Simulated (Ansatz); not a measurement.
Li$_{2}$O (anti-fluorite)

```
Li2O
1.0
    0.00000     2.31307     2.31307
    2.31307     0.00000     2.31307
    2.31307     2.31307     0.00000
O Li
1 2
Cartesian
  0.00000   0.00000   0.00000
  1.15654   1.15654   1.15654
  3.46961   3.46961   3.46961
```

The atoms are displaced by Q × the pattern below (from a DFPT mode at Γ, largest move 1; Q in Å), at fixed cell. It is one choice among 3 degenerate patterns.

| atom | x | y | z |
|---|---|---|---|
| Li2 | 0.000 | 0.000 | -1.000 |
| Li3 | 0.000 | 0.000 | 1.000 |

Atoms not listed stay in place.

The numbers are results of PBE (plane waves to 420 eV, PAW, scalar-relativistic; Ansatz, a program for electronic structure), not measurements. k mesh 12×12×12 (Γ-centred), Fermi-Dirac smearing 0.05 eV. E stands for the smeared free energy. Left out: 4 of 13 points, with atoms too close for the PAW data. Li2O was relaxed with its symmetry unable to fall. The zero of ΔE is the undisplaced structure.

Problem. Estimate the ΔE (meV/cell) for Q (Å) = -0.093, -0.047, 0.047, 0.140, 0.187.

Solution. 
```tsv
Q (Å)	ΔE (meV/cell)
-0.093	60.9
-0.047	15.1
0.047	15.1
0.140	139.5
0.187	254.2
```

(A displaced cell: forces are minus the slopes of the energy, force constants its curvatures, and phonons follow from these.)
